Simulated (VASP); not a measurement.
**NbP under changes of volume**

One of the cells (15.412 Å³/atom); the others are scaled copies at fixed shape and fractional positions:

```xyz
4
Lattice="-1.6513 1.6513 5.6518 1.6513 -1.6513 5.6518 1.6513 1.6513 -5.6518" Properties=species:S:1:pos:R:3 pbc="T T T"
Nb    0.0000    1.6513    2.8259
Nb    0.0000    0.0000    0.0000
P     1.6513    0.0000    2.8259
P     0.0000    0.0000    5.6518
```

Measurements of this composition are mostly on another form, of space group No. 109.

- Program: VASP 6.6.1
- Functional: PBE
- Potentials or basis: VASP PAW PBE potentials, release 64 (Nb_sv, P)
- Cutoff: 520 eV
- k mesh: 11 × 11 × 11
- Occupations: fermi-dirac, width 0.05 eV
- Spin: no spin polarisation

```csv
volume (Å³/atom),energy over the lowest point (meV/atom),pressure (GPa)
14.783,?,?
15.098,148.81,28.5
15.412,98.01,23.3
16.041,24.44,14.4
16.356,0.00,10.5
```

Problem. What does the run at 14.783 Å³/atom give?

Solution. Energy over the lowest point 210.24 meV/atom; pressure 34.1 GPa.

Worked out: A Birch-Murnaghan fit of order 2 (a polynomial in V^(-2/3)) to the other rows has no minimum within the range. It gives 210.39 meV/atom at 14.783 Å³/atom, against the run's 210.24, and -dE/dV = 34.2 GPa, against 34.1.

Energies are extrapolated to zero smearing.
